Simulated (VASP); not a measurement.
# HfC (Fm-3m) in VASP: further runs

Aim: see how the results for HfC move with the level of theory and the settings. Levels: revPBE, BLYP, PW91. Tasks: band structure.

Program: VASP 6.6.1. These are calculated values, not measurements. Logs are shortened: lines on timing, memory, paths and dates and some standing lists are left out, and cuts for length are marked.

### 1 The structure

It takes space group Fm-3m (No. 225, cubic). The conventional cell has a = 4.650 Å, b = 4.650 Å, c = 4.650 Å, α = 90.00°, β = 90.00°, γ = 90.00°. Around Hf (site symmetry m-3m) lie 6 C at 2.33 Å. Around C (site symmetry m-3m) lie 6 Hf at 2.33 Å.

### 2 Band structure, revPBE

INCAR

```
PREC = Accurate ; ENCUT = 520
EDIFF = 1E-6 ; ISMEAR = -1
SIGMA = 0.05 ; LREAL = F
LASPH = T ; NELM = 60
ALGO = Normal ; ISIF = 2
LWAVE = F ; LCHARG = F
LMAXMIX = 4 ; GGA = RE
```

KPOINTS

```
Automatic mesh
0
Gamma
  10 10 10
```

POSCAR

```
HfC
1.0
    0.0000000000      2.3250000000      2.3250000000
    2.3250000000      0.0000000000      2.3250000000
    2.3250000000      2.3250000000      0.0000000000
Hf C
1 1
Direct
    0.5000000000      0.5000000000      0.5000000000
    0.0000000000      0.0000000000      0.0000000000
```

KPOINTS_OPT

```
path GXWKGLUWLK,UX
10
line-mode
reciprocal
 0.0000000000  0.0000000000  0.0000000000  G
 0.5000000000  0.0000000000  0.5000000000  X

 0.5000000000  0.0000000000  0.5000000000  X
 0.5000000000  0.2500000000  0.7500000000  W

 0.5000000000  0.2500000000  0.7500000000  W
 0.3750000000  0.3750000000  0.7500000000  K

 0.3750000000  0.3750000000  0.7500000000  K
 0.0000000000  0.0000000000  0.0000000000  G

 0.0000000000  0.0000000000  0.0000000000  G
 0.5000000000  0.5000000000  0.5000000000  L

 0.5000000000  0.5000000000  0.5000000000  L
 0.6250000000  0.2500000000  0.6250000000  U

 0.6250000000  0.2500000000  0.6250000000  U
 0.5000000000  0.2500000000  0.7500000000  W

 0.5000000000  0.2500000000  0.7500000000  W
 0.5000000000  0.5000000000  0.5000000000  L

 0.5000000000  0.5000000000  0.5000000000  L
 0.3750000000  0.3750000000  0.7500000000  K

 0.6250000000  0.2500000000  0.6250000000  U
 0.5000000000  0.0000000000  0.5000000000  X
```

Potentials or basis: VASP PAW PBE potentials, release 64 (Hf_pv, C).

Launch:

```bash
> cat potpaw_PBE.64/Hf_pv/POTCAR potpaw_PBE.64/C/POTCAR > POTCAR
> mpirun -np 1 vasp_std > vasp.out
```

OUTCAR:

```text
PREC = Accurate
   ENCUT = 520
   EDIFF = 1E-6
   ISMEAR = -1
   LREAL = F
   LASPH = T
   NELM = 60
   ISIF = 2
   GGA = RE

 ion  position               nearest neighbor table
   1  0.500  0.500  0.500-   2 2.33   2 2.33   2 2.33   2 2.33   2 2.33   2 2.33
   2  0.000  0.000  0.000-   1 2.33   1 2.33   1 2.33   1 2.33   1 2.33   1 2.33

  LATTYP: Found a face centered cubic cell.
 ALAT       =     4.6500000000

  Lattice vectors:

 A1 = (   0.0000000000,   2.3250000000,   2.3250000000)
 A2 = (   2.3250000000,   0.0000000000,   2.3250000000)
 A3 = (   2.3250000000,   2.3250000000,   0.0000000000)

Analysis of symmetry for initial positions (statically):
=====================================================================
 Subroutine PRICEL returns:
 Original cell was already a primitive cell.

 Routine SETGRP: Setting up the symmetry group for a
 face centered cubic supercell.

 Subroutine GETGRP returns: Found 48 space group operations
 (whereof 48 operations were pure point group operations)
 out of a pool of 48 trial point group operations.

The static configuration has the point symmetry O_h .

Analysis of symmetry for dynamics (positions and initial velocities):
=====================================================================
 Subroutine PRICEL returns:
 Original cell was already a primitive cell.

 Routine SETGRP: Setting up the symmetry group for a
 face centered cubic supercell.

 Subroutine GETGRP returns: Found 48 space group operations
 (whereof 48 operations were pure point group operations)
 out of a pool of 48 trial point group operations.

The dynamic configuration has the point symmetry O_h .

 Subroutine INISYM returns: Found 48 space group operations
 (whereof 48 operations are pure point group operations),
 and found     1 'primitive' translations

----------------------------------------------------------------------------------------

                                     Primitive cell

  volume of cell :      25.1362

  direct lattice vectors                    reciprocal lattice vectors
     0.000000000  2.325000000  2.325000000    -0.215053763  0.215053763  0.215053763
     2.325000000  0.000000000  2.325000000     0.215053763 -0.215053763  0.215053763
     2.325000000  2.325000000  0.000000000     0.215053763  0.215053763 -0.215053763

  length of vectors
     3.288046533  3.288046533  3.288046533     0.372484045  0.372484045  0.372484045

  position of ions in fractional coordinates (direct lattice)
     0.500000000  0.500000000  0.500000000
     0.000000000  0.000000000  0.000000000

  ion indices of the primitive-cell ions
   primitive index   ion index
                 1           1
                 2           2

----------------------------------------------------------------------------------------

 KPOINTS: Automatic mesh

Automatic generation of k-mesh.
 Grid dimensions read from file:
 generate k-points for:   10   10   10

 Generating k-lattice:

  Cartesian coordinates                     Fractional coordinates (reciprocal lattice)
    -0.021505376  0.021505376  0.021505376     0.100000000  0.000000000  0.000000000
     0.021505376 -0.021505376  0.021505376     0.000000000  0.100000000  0.000000000
     0.021505376  0.021505376 -0.021505376     0.000000000  0.000000000  0.100000000

  Length of vectors
     0.037248404  0.037248404  0.037248404

  Shift w.r.t. Gamma in fractional coordinates (k-lattice)
     0.000000000  0.000000000  0.000000000

 Subroutine IBZKPT returns following result:
 ===========================================

 Found     47 irreducible k-points:

 Following reciprocal coordinates:
            Coordinates               Weight
  0.000000  0.000000  0.000000      1.000000
  0.100000  0.000000  0.000000      8.000000
  0.200000  0.000000  0.000000      8.000000
  0.300000  0.000000  0.000000      8.000000
  0.400000  0.000000  0.000000      8.000000
  0.500000  0.000000  0.000000      4.000000
[... 16 lines left out ...]
  0.300000  0.300000  0.000000      6.000000
  0.400000  0.300000  0.000000     24.000000
[... 50 lines left out ...]
      8       8.5946      0.00000
      9       8.5946      0.00000
     10       8.7388      0.00000
     11      12.5195      0.00000

 k-point     4 :       0.3000    0.0000    0.0000
  band No.  band energies     occupation
      1     -24.0175      2.00000
      2     -23.6123      2.00000
      3     -23.6123      2.00000
      4      -4.3586      2.00000
      5       2.1509      2.00000
      6       3.8515      2.00000
      7       3.8515      2.00000
      8       9.4142      0.00000
      9       9.6706      0.00000
     10       9.6706      0.00000
     11      14.6328      0.00000

 k-point     5 :       0.4000    0.0000    0.0000
  band No.  band energies     occupation
      1     -24.1790      2.00000
      2     -23.6293      2.00000
      3     -23.6293      2.00000
      4      -3.2468      2.00000
      5       0.6645      2.00000
      6       3.2561      2.00000
      7       3.2561      2.00000
      8      10.5290      0.00000
      9      10.8142      0.00000
     10      10.8142      0.00000
     11      14.1224      0.00000
[... 211 lines left out ...]
 k-point    21 :      -0.3000    0.2000    0.0000
  band No.  band energies     occupation
      1     -24.0778      2.00000
      2     -23.8014      2.00000
      3     -23.6366      2.00000
      4      -3.4527      2.00000
      5       1.1840      2.00000
      6       3.3898      2.00000
      7       3.5286      2.00000
      8       9.9286      0.00000
      9      10.4940      0.00000
     10      11.4837      0.00000
     11      13.1625      0.00000

 k-point    22 :      -0.2000    0.2000    0.0000
  band No.  band energies     occupation
      1     -23.9802      2.00000
      2     -23.7440      2.00000
      3     -23.6052      2.00000
      4      -4.1799      2.00000
      5       2.0255      2.00000
      6       3.6367      2.00000
      7       3.9601      2.00000
      8       9.0108      0.00000
      9      10.0810      0.00000
     10      11.2105      0.00000
     11      11.9880      0.00000

 k-point    23 :       0.3000    0.3000    0.0000
  band No.  band energies     occupation
      1     -23.9716      2.00000
      2     -23.7188      2.00000
      3     -23.7188      2.00000
      4      -4.5033      2.00000
      5       2.2331      2.00000
      6       5.1079      2.00000
      7       5.6258      1.99971
      8       5.6258      1.99971
      9      10.5911      0.00000
     10      12.0655      0.00000
     11      12.0655      0.00000

 k-point    24 :       0.4000    0.3000    0.0000
  band No.  band energies     occupation
      1     -24.0549      2.00000
      2     -23.7635      2.00000
      3     -23.7430      2.00000
      4      -4.2385      2.00000
      5       2.3111      2.00000
      6       4.2396      2.00000
      7       5.3199      2.00000
      8       6.2519      0.04841
      9      11.4066      0.00000
     10      12.4431      0.00000
     11      12.5702      0.00000

 [... further k-points ...]

------------------------ aborting loop because EDIFF is reached ----------------------------------------

  FORCE on cell =-STRESS in cart. coord.  units (eV):
  Direction    XX          YY          ZZ          XY          YZ          ZX
  --------------------------------------------------------------------------------------
  -------------------------------------------------------------------------------------
  Total        0.3880873      0.3880873      0.3880873      0.0000000      0.0000000      0.0000000
  in kB       24.7366679     24.7366679     24.7366679      0.0000000      0.0000000      0.0000000
  external PRESSURE =      24.7366679 kB  Pullay stress =       0.0000000 kB

 VOLUME and BASIS-vectors are now :
 -----------------------------------------------------------------------------
  energy-cutoff  :      520.00
  volume of cell :       25.14
      direct lattice vectors                 reciprocal lattice vectors
     0.000000000  2.325000000  2.325000000    -0.215053763  0.215053763  0.215053763
     2.325000000  0.000000000  2.325000000     0.215053763 -0.215053763  0.215053763
     2.325000000  2.325000000  0.000000000     0.215053763  0.215053763 -0.215053763

 POSITION                                       TOTAL-FORCE (eV/Angst)
 -----------------------------------------------------------------------------------
      2.32500      2.32500      2.32500        -0.000000     -0.000000     -0.000000
      0.00000      0.00000      0.00000         0.000000      0.000000      0.000000
 -----------------------------------------------------------------------------------
    total drift:                                0.000000     -0.000000      0.000000

  FREE ENERGIE OF THE ION-ELECTRON SYSTEM (eV)
  ---------------------------------------------------
  free  energy   TOTEN  =       -20.2922596710 eV

  energy  without entropy=      -20.2894537061  energy(sigma->0) =      -20.29085669
```

Run time: 13 s. Hardware: 1 thread of Intel Xeon Platinum 8488C (Sapphire Rapids), shared host; peak memory 0.15 GiB.

Results:

* Free energy: -20.2923 eV
* Pressure: 2.5 GPa
* Band gap along the path: none (metal or under the smearing width)

Levels at the corners of the path, in eV from the Fermi level:
| point | band 3 | band 4 | band 5 | band 6 | band 7 | band 8 | band 9 | band 10 | band 11 |
| --- | --- | --- | --- | --- | --- | --- | --- | --- | --- |
| Γ | -29.63 | -12.38 | 0.97 | 0.97 | 0.97 | 1.38 | 1.38 | 1.38 | 3.37 |
| X | -29.86 | -10.49 | -2.64 | -1.79 | -0.14 | -0.14 | 5.28 | 6.73 | 6.73 |
| X | -29.86 | -10.49 | -2.64 | -1.79 | -0.14 | -0.14 | 5.28 | 6.73 | 6.73 |
| W | -29.88 | -9.75 | -3.03 | -2.74 | -2.74 | 3.66 | 3.66 | 6.74 | 7.05 |
| W | -29.88 | -9.75 | -3.03 | -2.74 | -2.74 | 3.66 | 3.66 | 6.74 | 7.05 |
| K | -29.81 | -9.84 | -3.54 | -2.76 | -1.68 | 1.55 | 5.77 | 6.16 | 8.19 |
| K | -29.81 | -9.84 | -3.54 | -2.76 | -1.68 | 1.55 | 5.77 | 6.16 | 8.23 |
| Γ | -29.63 | -12.38 | 0.97 | 0.97 | 0.97 | 1.38 | 1.38 | 1.38 | 3.37 |
| Γ | -29.63 | -12.38 | 0.97 | 0.97 | 0.97 | 1.38 | 1.38 | 1.38 | 3.37 |
| L | -29.70 | -8.66 | -6.17 | -3.01 | -3.01 | 5.31 | 5.31 | 5.78 | 6.50 |
| L | -29.70 | -8.66 | -6.17 | -3.01 | -3.01 | 5.31 | 5.31 | 5.78 | 6.50 |
| U | -29.81 | -9.84 | -3.54 | -2.76 | -1.68 | 1.55 | 5.77 | 6.16 | 8.24 |
| U | -29.81 | -9.84 | -3.54 | -2.76 | -1.68 | 1.55 | 5.77 | 6.16 | 8.19 |
| W | -29.88 | -9.75 | -3.03 | -2.74 | -2.74 | 3.66 | 3.66 | 6.74 | 7.05 |
| W | -29.88 | -9.75 | -3.03 | -2.74 | -2.74 | 3.66 | 3.66 | 6.74 | 7.05 |
| L | -29.70 | -8.66 | -6.17 | -3.01 | -3.01 | 5.31 | 5.31 | 5.78 | 6.50 |
| L | -29.70 | -8.66 | -6.17 | -3.01 | -3.01 | 5.31 | 5.31 | 5.78 | 6.50 |
| K | -29.81 | -9.84 | -3.54 | -2.76 | -1.68 | 1.55 | 5.77 | 6.16 | 8.19 |
| U | -29.81 | -9.84 | -3.54 | -2.76 | -1.68 | 1.55 | 5.77 | 6.16 | 8.19 |
| X | -29.86 | -10.49 | -2.64 | -1.79 | -0.14 | -0.14 | 5.28 | 6.73 | 6.73 |

Caveat: the PAW data sets were made with another functional, which shifts forces and pressure a little; spin-orbit coupling is left out, which moves the levels of the heavy elements.

### 3 Band structure, BLYP

POSCAR is that of step 2.

INCAR.step1

```
SYSTEM = HfC
AGGAC = 1.0
AGGAX = 1.0
ALDAC = 0.0
ALDAX = 1.0
ALGO = Fast
EDIFF = 1E-6
ENCUT = 520
GGA = B5
ISIF = 2
ISMEAR = -1
LASPH = .TRUE.
LCHARG = .TRUE.
LMAXMIX = 4
LREAL = .FALSE.
LWAVE = .FALSE.
NELM = 100
PREC = Accurate
SIGMA = 0.05
```

KPOINTS.step1

```
k-points
0
G
  10 10 10
  0 0 0
```

INCAR.step2

```
SYSTEM = HfC
AGGAC = 1.0
AGGAX = 1.0
ALDAC = 0.0
ALDAX = 1.0
ALGO = Fast
EDIFF = 1E-6
ENCUT = 520
GGA = B5
ICHARG = 11
ISIF = 2
ISMEAR = 0
LASPH = .TRUE.
LCHARG = .FALSE.
LMAXMIX = 4
LREAL = .FALSE.
LWAVE = .FALSE.
NELM = 100
PREC = Accurate
SIGMA = 0.05
```

KPOINTS.step2

```
path GXWKGLUWLK,UX
10
line-mode
reciprocal
 0.0000000000  0.0000000000  0.0000000000  G
 0.5000000000  0.0000000000  0.5000000000  X

 0.5000000000  0.0000000000  0.5000000000  X
 0.5000000000  0.2500000000  0.7500000000  W

 0.5000000000  0.2500000000  0.7500000000  W
 0.3750000000  0.3750000000  0.7500000000  K

 0.3750000000  0.3750000000  0.7500000000  K
 0.0000000000  0.0000000000  0.0000000000  G

 0.0000000000  0.0000000000  0.0000000000  G
 0.5000000000  0.5000000000  0.5000000000  L

 0.5000000000  0.5000000000  0.5000000000  L
 0.6250000000  0.2500000000  0.6250000000  U

 0.6250000000  0.2500000000  0.6250000000  U
 0.5000000000  0.2500000000  0.7500000000  W

 0.5000000000  0.2500000000  0.7500000000  W
 0.5000000000  0.5000000000  0.5000000000  L

 0.5000000000  0.5000000000  0.5000000000  L
 0.3750000000  0.3750000000  0.7500000000  K

 0.6250000000  0.2500000000  0.6250000000  U
 0.5000000000  0.0000000000  0.5000000000  X
```

Potentials or basis: VASP PAW PBE potentials, release 64 (Hf_pv, C).

Launch:

```bash
> cat potpaw_PBE.64/Hf_pv/POTCAR potpaw_PBE.64/C/POTCAR > POTCAR
> cp INCAR.step1 INCAR
> cp KPOINTS.step1 KPOINTS
> mpirun -np 1 vasp_std > vasp.out
> cp INCAR.step2 INCAR
> cp KPOINTS.step2 KPOINTS
> mpirun -np 1 vasp_std > vasp.out
```

Wall time 25 s (1 thread of Intel Xeon Platinum 8488C (Sapphire Rapids), shared host); peak memory 0.15 GiB.

Results (log left out):

- Band gap along the path: none (metal or under the smearing width)

Levels at the corners of the path, in eV from the Fermi level:
```tsv
point	band 3	band 4	band 5	band 6	band 7	band 8	band 9	band 10	band 11
Γ	-29.62	-12.21	0.93	0.93	0.93	1.34	1.34	1.34	3.29
X	-29.85	-10.42	-2.46	-1.69	-0.11	-0.11	5.15	6.51	6.51
X	-29.85	-10.42	-2.46	-1.69	-0.11	-0.11	5.15	6.51	6.51
W	-29.87	-9.69	-3.00	-2.60	-2.60	3.61	3.61	6.52	7.01
W	-29.87	-9.69	-3.00	-2.60	-2.60	3.61	3.61	6.52	7.01
K	-29.80	-9.77	-3.42	-2.61	-1.68	1.58	5.60	6.01	8.11
K	-29.80	-9.77	-3.42	-2.61	-1.68	1.58	5.60	6.01	8.10
Γ	-29.62	-12.21	0.93	0.93	0.93	1.34	1.34	1.34	3.29
Γ	-29.62	-12.21	0.93	0.93	0.93	1.34	1.34	1.34	3.29
L	-29.69	-8.55	-6.02	-3.03	-3.03	5.14	5.14	5.66	6.90
L	-29.69	-8.55	-6.02	-3.03	-3.03	5.14	5.14	5.66	6.90
U	-29.80	-9.77	-3.42	-2.61	-1.68	1.58	5.60	6.01	8.14
U	-29.80	-9.77	-3.42	-2.61	-1.68	1.58	5.60	6.01	8.11
W	-29.87	-9.69	-3.00	-2.60	-2.60	3.61	3.61	6.52	7.01
W	-29.87	-9.69	-3.00	-2.60	-2.60	3.61	3.61	6.52	7.01
L	-29.69	-8.55	-6.02	-3.03	-3.03	5.14	5.14	5.66	6.90
L	-29.69	-8.55	-6.02	-3.03	-3.03	5.14	5.14	5.66	6.90
K	-29.80	-9.77	-3.42	-2.61	-1.68	1.58	5.60	6.01	8.12
U	-29.80	-9.77	-3.42	-2.61	-1.68	1.58	5.60	6.01	8.10
X	-29.85	-10.42	-2.46	-1.69	-0.11	-0.11	5.15	6.51	6.51
```

Caveat: the log is that of the step along the path at fixed density, whose energy, stress, charges and moments have no meaning; the PAW data sets were made with another functional, which shifts forces and pressure a little; spin-orbit coupling is left out, which moves the levels of the heavy elements.

### 4 Band structure, PW91

INCAR

```
PREC = Accurate ; ENCUT = 520
EDIFF = 1E-7 ; ISMEAR = -1
SIGMA = 0.05 ; LREAL = False
LASPH = True ; NELM = 100
ALGO = Normal ; ISIF = 2
LWAVE = False ; LCHARG = False
LMAXMIX = 4 ; GGA = 91
NBANDS = 14
```

KPOINTS is that of step 2.

POSCAR is that of step 3.

Changes to KPOINTS_OPT since step 2:

```diff
@@ -1,3 +1,3 @@
 path GXWKGLUWLK,UX
-10
+15
 line-mode
```

Launch:

```bash
> cat potpaw_PBE.64/Hf_pv/POTCAR potpaw_PBE.64/C/POTCAR > POTCAR
> mpirun -np 1 vasp_std > vasp.out
```

It took 19 s on 1 thread of Intel Xeon Platinum 8488C (Sapphire Rapids), shared host; peak memory 0.15 GiB.

It converged, with:

```yaml
Free_energy: -21.0337 eV
Pressure: 0.3 GPa
Band_gap_along_the_path: none (metal or under the smearing width)
```

Levels at the corners of the path, in eV from the Fermi level:
| point | band 3 | band 4 | band 5 | band 6 | band 7 | band 8 | band 9 | band 10 | band 11 | band 12 |
| --- | --- | --- | --- | --- | --- | --- | --- | --- | --- | --- |
| Γ | -29.48 | -12.30 | 0.97 | 0.97 | 0.97 | 1.35 | 1.35 | 1.35 | 3.35 | 3.35 |
| X | -29.71 | -10.43 | -2.56 | -1.79 | -0.11 | -0.11 | 5.26 | 6.67 | 6.67 | 8.47 |
| X | -29.71 | -10.43 | -2.56 | -1.79 | -0.11 | -0.11 | 5.26 | 6.67 | 6.67 | 8.47 |
| W | -29.73 | -9.68 | -3.01 | -2.69 | -2.69 | 3.63 | 3.63 | 6.68 | 7.05 | 8.21 |
| W | -29.73 | -9.68 | -3.01 | -2.69 | -2.69 | 3.63 | 3.63 | 6.68 | 7.05 | 8.21 |
| K | -29.65 | -9.77 | -3.51 | -2.71 | -1.67 | 1.55 | 5.72 | 6.12 | 8.19 | 8.28 |
| K | -29.65 | -9.77 | -3.51 | -2.71 | -1.67 | 1.55 | 5.72 | 6.12 | 8.19 | 8.28 |
| Γ | -29.48 | -12.30 | 0.97 | 0.97 | 0.97 | 1.35 | 1.35 | 1.35 | 3.35 | 3.35 |
| Γ | -29.48 | -12.30 | 0.97 | 0.97 | 0.97 | 1.35 | 1.35 | 1.35 | 3.35 | 3.35 |
| L | -29.55 | -8.56 | -6.13 | -3.02 | -3.02 | 5.26 | 5.26 | 5.74 | 6.60 | 11.33 |
| L | -29.55 | -8.56 | -6.13 | -3.02 | -3.02 | 5.26 | 5.26 | 5.74 | 6.60 | 11.33 |
| U | -29.65 | -9.77 | -3.51 | -2.71 | -1.67 | 1.55 | 5.72 | 6.12 | 8.19 | 8.28 |
| U | -29.65 | -9.77 | -3.51 | -2.71 | -1.67 | 1.55 | 5.72 | 6.12 | 8.19 | 8.28 |
| W | -29.73 | -9.68 | -3.01 | -2.69 | -2.69 | 3.63 | 3.63 | 6.68 | 7.05 | 8.21 |
| W | -29.73 | -9.68 | -3.01 | -2.69 | -2.69 | 3.63 | 3.63 | 6.68 | 7.05 | 8.21 |
| L | -29.55 | -8.56 | -6.13 | -3.02 | -3.02 | 5.26 | 5.26 | 5.74 | 6.60 | 11.33 |
| L | -29.55 | -8.56 | -6.13 | -3.02 | -3.02 | 5.26 | 5.26 | 5.74 | 6.60 | 11.33 |
| K | -29.65 | -9.77 | -3.51 | -2.71 | -1.67 | 1.55 | 5.72 | 6.12 | 8.19 | 8.28 |
| U | -29.65 | -9.77 | -3.51 | -2.71 | -1.67 | 1.55 | 5.72 | 6.12 | 8.19 | 8.28 |
| X | -29.71 | -10.43 | -2.56 | -1.79 | -0.11 | -0.11 | 5.26 | 6.67 | 6.67 | 8.47 |

Caveat: the PAW data sets were made with another functional, which shifts forces and pressure a little; spin-orbit coupling is left out, which moves the levels of the heavy elements.

### 5 Overview

| level | pressure (GPa) |
| --- | --- |
| revPBE | 2.5 |
| BLYP | - |
| PW91 | 0.3 |

Alike in all rows: task band structure; potentials or basis VASP PAW PBE potentials, release 64 (Hf_pv, C); no spin polarisation; cell as given; k mesh 10 × 10 × 10; cutoff (eV) 520; smearing fermi-dirac 0.05 eV.

Caveats: the PAW data sets were made with another functional, which shifts forces and pressure a little; spin-orbit coupling is left out, which moves the levels of the heavy elements.

Total energies depend on the potentials used, so only differences within one code and one set of settings carry meaning.
